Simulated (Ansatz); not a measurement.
Calculated N-14 nuclear quadrupole resonance for Hf3N4 under strain

Cell: a COD entry, relaxed with PBE at fixed cell and then changed (z stretched by 1 %, ions relaxed).

```
Hf N
1.0
    -3.35050    3.35050    3.38401
     3.35050   -3.35050    3.38401
     3.35050    3.35050   -3.38401
Hf N
6 8
Direct
  0.25000 0.62655 0.37655
  0.37345 0.25000 0.62345
  0.75000 0.87345 0.12345
  0.12655 0.75000 0.87655
  0.62500 0.37500 0.25000
  0.87500 0.12500 0.75000
  0.13389 0.13438 0.13449
  0.86562 0.50011 0.99951
  0.49989 0.99940 0.36551
  0.00060 0.86611 0.50049
  0.36611 0.50060 0.00049
  0.63438 0.63389 0.63449
  0.00011 0.36562 0.49951
  0.49940 0.99989 0.86551
```

Sites (sets of like atoms) are named by element and the number of their first atom in this list.

Computed with Ansatz: DFT, PBE, plane waves and PAW, scalar-relativistic, 420 eV cutoff, Γ-centred 6×6×6 k-points, Fermi–Dirac smearing 0.02 eV.

N-14: I = 1, Q = 20.44 mb (year-2017 value). Static lattice, zero field.

**Question.** Predict the zero-field N-14 lines of each site.

**Answer.** For I = 1 the lines are ν± = (3/4)|C_Q|(1 ± η/3) and ν₀ = |C_Q|η/2.

```json
{"site": "N", "atoms": "7, 8, 9, 10, 11, 12, …", "V_zz (10²¹ V/m²)": "0.84", "C_Q (MHz)": "0.416", "η": "0.22", "line frequencies (MHz)": "0.0453, 0.289, 0.334"}
```

Without spin–orbit coupling the gradients at and beside Hf can be off by some per cent, at some sites by more.
